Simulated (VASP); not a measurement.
# Sc (Fm-3m) in VASP: single point with r2SCAN

Aim: the single point of Sc with r2SCAN.

Everything below comes from runs of VASP 6.6.1. Logs are shortened: lines on timing, memory, paths and dates and some standing lists are left out, and cuts for length are marked.

## Step 1: The crystal as given

The structure is cubic, space group Fm-3m (No. 225). The conventional cell has a = 4.269 Å, b = 4.269 Å, c = 4.269 Å, α = 90.00°, β = 90.00°, γ = 90.00°. Around Sc (site symmetry m-3m) lie 12 Sc at 3.02 Å.

The cell was built by a generator and needn't be a form met in nature.

## Step 2: Single point, r2SCAN

INCAR

```
SYSTEM = Sc
  ALGO = Normal
  EDIFF = 1E-7
  ENCUT = 520
  ISIF = 2
  ISMEAR = -1
  LASPH = .True.
  LCHARG = .False.
  LMIXTAU = .True.
  LREAL = .False.
  LWAVE = .False.
  METAGGA = R2SCAN
  NBANDS = 12
  NELM = 80
  PREC = Accurate
  SIGMA = 0.1
```

KPOINTS

```
k-points
0
Gamma
  13 13 13
  0 0 0
```

POSCAR

```
Sc
1.0
    0.0000000000      2.1343670000      2.1343670000
    2.1343670000      0.0000000000      2.1343670000
    2.1343670000      2.1343670000      0.0000000000
Sc
1
Direct
    0.0000000000      0.0000000000      0.0000000000
```

Potentials or basis: VASP PAW PBE potentials, release 64 (Sc_sv).

On the command line:

```console
$ cat potpaw_PBE.64/Sc_sv/POTCAR > POTCAR
$ mpirun -np 1 vasp_std > vasp.out
```

OUTCAR:

```text
SYSTEM = Sc
   EDIFF = 1E-7
   ENCUT = 520
   ISIF = 2
   ISMEAR = -1
   LASPH = .True.
   LREAL = .False.
   METAGGA = R2SCAN
   NELM = 80
   PREC = Accurate

 ion  position               nearest neighbor table
   1  0.000  0.000  0.000-

  LATTYP: Found a face centered cubic cell.
 ALAT       =     4.2687340000

  Lattice vectors:

 A1 = (   0.0000000000,   2.1343670000,   2.1343670000)
 A2 = (   2.1343670000,   0.0000000000,   2.1343670000)
 A3 = (   2.1343670000,   2.1343670000,   0.0000000000)

Analysis of symmetry for initial positions (statically):
=====================================================================
 Subroutine PRICEL returns:
 Original cell was already a primitive cell.

 Routine SETGRP: Setting up the symmetry group for a
 face centered cubic supercell.

 Subroutine GETGRP returns: Found 48 space group operations
 (whereof 48 operations were pure point group operations)
 out of a pool of 48 trial point group operations.

The static configuration has the point symmetry O_h .

Analysis of symmetry for dynamics (positions and initial velocities):
=====================================================================
 Subroutine PRICEL returns:
 Original cell was already a primitive cell.

 Routine SETGRP: Setting up the symmetry group for a
 face centered cubic supercell.

 Subroutine GETGRP returns: Found 48 space group operations
 (whereof 48 operations were pure point group operations)
 out of a pool of 48 trial point group operations.

The dynamic configuration has the point symmetry O_h .

 Subroutine INISYM returns: Found 48 space group operations
 (whereof 48 operations are pure point group operations),
 and found     1 'primitive' translations

----------------------------------------------------------------------------------------

                                     Primitive cell

  volume of cell :      19.4463

  direct lattice vectors                    reciprocal lattice vectors
     0.000000000  2.134367000  2.134367000    -0.234261493  0.234261493  0.234261493
     2.134367000  0.000000000  2.134367000     0.234261493 -0.234261493  0.234261493
     2.134367000  2.134367000  0.000000000     0.234261493  0.234261493 -0.234261493

  length of vectors
     3.018450758  3.018450758  3.018450758     0.405752808  0.405752808  0.405752808

  position of ions in fractional coordinates (direct lattice)
     0.000000000  0.000000000  0.000000000

  ion indices of the primitive-cell ions
   primitive index   ion index
                 1           1

----------------------------------------------------------------------------------------

 KPOINTS: k-points

Automatic generation of k-mesh.
 Grid dimensions read from file:
 generate k-points for:   13   13   13

 Generating k-lattice:

  Cartesian coordinates                     Fractional coordinates (reciprocal lattice)
    -0.018020115  0.018020115  0.018020115     0.076923077  0.000000000  0.000000000
     0.018020115 -0.018020115  0.018020115     0.000000000  0.076923077  0.000000000
     0.018020115  0.018020115 -0.018020115     0.000000000  0.000000000  0.076923077

  Length of vectors
     0.031211754  0.031211754  0.031211754

  Shift w.r.t. Gamma in fractional coordinates (k-lattice)
     0.000000000  0.000000000  0.000000000

 Subroutine IBZKPT returns following result:
 ===========================================

 Found     84 irreducible k-points:

 Following reciprocal coordinates:
            Coordinates               Weight
  0.000000  0.000000  0.000000      1.000000
  0.076923  0.000000  0.000000      8.000000
  0.153846  0.000000  0.000000      8.000000
  0.230769  0.000000  0.000000      8.000000
  0.307692  0.000000  0.000000      8.000000
  0.384615  0.000000  0.000000      8.000000
[... 16 lines left out ...]
  0.384615  0.153846  0.000000     24.000000
  0.461538  0.153846  0.000000     24.000000
 [... further k-points ...]
   k-points           NKPTS =     84   k-points in BZ     NKDIM =     84   number of bands    NBANDS=     12
   number of dos      NEDOS =    301   number of ions     NIONS =      1
   total plane-waves  NPLWV =  13824
   dimension x,y,z NGX =    24 NGY =   24 NGZ =   24
   dimension x,y,z NGXF=    48 NGYF=   48 NGZF=   48
   ions per type =               1
   NGX,Y,Z   is equivalent  to a cutoff of  13.22, 13.22, 13.22 a.u.
   NGXF,Y,Z  is equivalent  to a cutoff of  26.44, 26.44, 26.44 a.u.
 SYSTEM =  Sc
   PREC   = accura    normal or accurate (medium, high low for compatibility)
   ISTART =      0    job   : 0-new  1-cont  2-samecut
   ICHARG =      2    charge: 1-file 2-atom 10-const
   ISPIN  =      1    spin polarized calculation?
   LNONCOLLINEAR =      F non collinear calculations
   LSORBIT =      F    spin-orbit coupling
   LASPH  =      T    aspherical Exc in radial PAW
   ENCUT  =  520.0 eV  38.22 Ry    6.18 a.u.   5.61  5.61  5.61*2*pi/ulx,y,z
   NELM   =     80;   NELMIN=  2; NELMDL= -5     # of ELM steps
   EDIFF  = 0.1E-06   stopping-criterion for ELM
   LREAL  =      F    real-space projection
   EDIFFG = 0.1E-05   stopping-criterion for IOM
   NSW    =      0    number of steps for IOM
   IBRION =     -1    ionic relax: 0-MD 1-quasi-New 2-CG
   NFREE  =      0    steps in history (QN), initial steepest desc. (CG)
   ISIF   =      2    stress and relaxation
   ISYM   =      2    0-nonsym 1-usesym 2-fastsym
   POTIM  = 0.5000    time-step for ionic-motion
   TEBEG  =    0.0;   TEEND  =   0.0 temperature during run
   PSTRESS=    0.0 pullay stress
   NELECT =      11.0000    total number of electrons
   NUPDOWN=      -1.0000    fix difference up-down
   EMIN   =  10.00;   EMAX   =-10.00  energy-range for DOS
   EFERMI =   0.00;   METHOD = LEGACY
   ISMEAR =    -1;   SIGMA  =   0.10  broadening in eV -4-tet -1-fermi 0-gaus
   EFERMI_NEDOS =   21; number of points for ismear=-14 and -15
   IALGO  =     38    algorithm
   IMIX   =      4    mixing-type and parameters
     AMIX     =   0.40;   BMIX     =  1.00
     AMIX_MAG =   1.60;   BMIX_MAG =  1.00
  volume/ion in A,a.u.               =      19.45       131.23
  Fermi-wavevector in a.u.,A,eV,Ry     =   1.353921  2.558540 24.940865  1.833102
  Thomas-Fermi vector in A             =   2.481136
   LORBIT       =      0    0 simple, 1 ext, 2 COOP (PROOUT), +10 PAW based schemes
   METAGGA = R2SCAN    functional components
   LHFCALC =     F    Hartree Fock is set to
   AEXX    =    0.0000 exact exchange contribution
   IVDW    =     0    specifies the selected vdW correction
   LEPSILON=     F    determine dielectric tensor
   LRPA    =     F    only Hartree local field effects (RPA)
 non-spin polarized calculation
  energy-cutoff  :      520.00
  volume of cell :       19.45
 maximum number of plane-waves:       535
   NGX = 11   NGY = 11   NGZ = 11

 number of electron      11.0000003 magnetization

 Free energy of the ion-electron system (eV)
  ---------------------------------------------------
  ext. energy  EPLUGINS =         0.00000000
  ---------------------------------------------------
  free energy    TOTEN  =       -11.02575210 eV

  energy without entropy =      -10.98293329  energy(sigma->0) =      -11.00434269

 E-fermi :   5.3407     XC(G=0): -11.6810

 val. band max:        5.3083415072   @ k =  -0.4615   0.3077   0.1538
 cond. band min:       5.3444725203   @ k =   0.4615   0.2308   0.0769
 fundamental gap:      0.0361310132
 Fermi energy:         5.3406529505

 k-point     1 :       0.0000    0.0000    0.0000
  band No.  band energies     occupation
      1     -45.5867      2.00000
      2     -22.8097      2.00000
      3     -22.8096      2.00000
      4     -22.8096      2.00000
      5      -0.5869      2.00000
      6       7.4535      0.00000
      7       7.4535      0.00000
      8       7.4535      0.00000
      9       9.4278      0.00000
     10       9.4278      0.00000
     11      19.6164      0.00000
     12      24.3894      0.00000

 k-point     2 :       0.0769    0.0000    0.0000
  band No.  band energies     occupation
      1     -45.5773      2.00000
      2     -22.8639      2.00000
      3     -22.8160      2.00000
      4     -22.8159      2.00000
      5      -0.3900      2.00000
      6       7.2859      0.00000
      7       7.5297      0.00000
      8       7.5297      0.00000
      9       9.3655      0.00000
     10       9.3655      0.00000
     11      19.8793      0.00000
     12      23.0466      0.00000

 k-point     3 :       0.1538    0.0000    0.0000
  band No.  band energies     occupation
      1     -45.5511      2.00000
      2     -23.0121      2.00000
      3     -22.8334      2.00000
      4     -22.8333      2.00000
      5       0.1725      2.00000
      6       6.8678      0.00000
      7       7.6935      0.00000
      8       7.6935      0.00000
      9       9.2671      0.00000
     10       9.2671      0.00000
     11      20.3542      0.00000
     12      21.1037      0.00000
[... 286 lines left out ...]
 k-point    23 :       0.3846    0.1538    0.0000
  band No.  band energies     occupation
      1     -45.4419      2.00000
      2     -23.4735      2.00000
      3     -22.9753      2.00000
      4     -22.9573      2.00000
      5       2.7545      2.00000
      6       5.5482      0.22301
      7       6.9676      0.00000
      8       8.0682      0.00000
      9       9.9601      0.00000
     10      10.4789      0.00000
     11      17.0163      0.00000
     12      20.3517      0.00000

 k-point    24 :       0.4615    0.1538    0.0000
  band No.  band energies     occupation
      1     -45.4161      2.00000
      2     -23.5906      2.00000
      3     -23.0175      2.00000
      4     -22.9636      2.00000
      5       3.4693      2.00000
      6       5.3975      0.72312
      7       6.8250      0.00000
      8       7.8875      0.00000
      9      10.7076      0.00000
     10      10.8083      0.00000
     11      15.4784      0.00000
     12      19.7419      0.00000

 [... further k-points ...]

------------------------ aborting loop because EDIFF is reached ----------------------------------------

  FORCE on cell =-STRESS in cart. coord.  units (eV):
  Direction    XX          YY          ZZ          XY          YZ          ZX
  --------------------------------------------------------------------------------------
  -------------------------------------------------------------------------------------
  Total        2.3790567      2.3790567      2.3790567      0.0000000      0.0000000      0.0000000
  in kB      196.0099392    196.0099392    196.0099392      0.0000000      0.0000000      0.0000000
  external PRESSURE =     196.0099392 kB  Pullay stress =       0.0000000 kB

 VOLUME and BASIS-vectors are now :
 -----------------------------------------------------------------------------
  energy-cutoff  :      520.00
  volume of cell :       19.45
      direct lattice vectors                 reciprocal lattice vectors
     0.000000000  2.134367000  2.134367000    -0.234261493  0.234261493  0.234261493
     2.134367000  0.000000000  2.134367000     0.234261493 -0.234261493  0.234261493
     2.134367000  2.134367000  0.000000000     0.234261493  0.234261493 -0.234261493

 POSITION                                       TOTAL-FORCE (eV/Angst)
 -----------------------------------------------------------------------------------
      0.00000      0.00000      0.00000         0.000000      0.000000      0.000000
 -----------------------------------------------------------------------------------
    total drift:                               -0.000000      0.000000      0.000000

  FREE ENERGIE OF THE ION-ELECTRON SYSTEM (eV)
  ---------------------------------------------------
  free  energy   TOTEN  =       -11.0257520964 eV

  energy  without entropy=      -10.9829332916  energy(sigma->0) =      -11.00434269
```

Wall time 61 s (1 thread of Intel Xeon Platinum 8375C at 2.90GHz (Ice Lake), shared host); peak memory 0.15 GiB.

Results:

| Quantity | Value |
| --- | --- |
| Free energy | -11.0258 eV |
| Pressure | 19.6 GPa |
| Band gap on the k mesh | none (metal or under the smearing width) |

Caveat: so large a pressure means that the cell lies far from this level's equilibrium, or that cutoff or potentials fall short; the potentials were made for another functional, which shifts forces and pressure.
